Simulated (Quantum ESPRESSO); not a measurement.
Crystal: SrCl2.

```
Sr Cl
1.0
     0.00000    3.48835    3.48835
     3.48835    0.00000    3.48835
     3.48835    3.48835    0.00000
Sr Cl
1 2
Direct
  0.00000 0.00000 0.00000
  0.75000 0.75000 0.75000
  0.25000 0.25000 0.25000
```

Base run:

| Quantity | Value |
| --- | --- |
| Program | Quantum ESPRESSO 7.5 |
| Functional | LDA |
| Potentials or basis | PseudoDojo 0.4.1 SR LDA standard |
| Cutoff | 925 eV |
| Density cutoff | 3701 eV |
| k mesh | 4 × 4 × 4 |
| Occupations | fixed |
| Spin | no spin polarisation |

Its results: band gap on the k mesh, mean-field level 4.88 eV, indirect (least direct gap 5.16 eV).

Q: The run is repeated on the same cell with these changes: functional from LDA to PBEsol; potentials or basis from PseudoDojo 0.4.1 SR LDA standard to PseudoDojo 0.4.1 SR PBEsol standard. What comes out?

A: Band gap on the k mesh, mean-field level 5.14 eV, indirect (least direct gap 5.37 eV).

A k mesh can miss the band edges.

Not every run made on this cell is shown here.
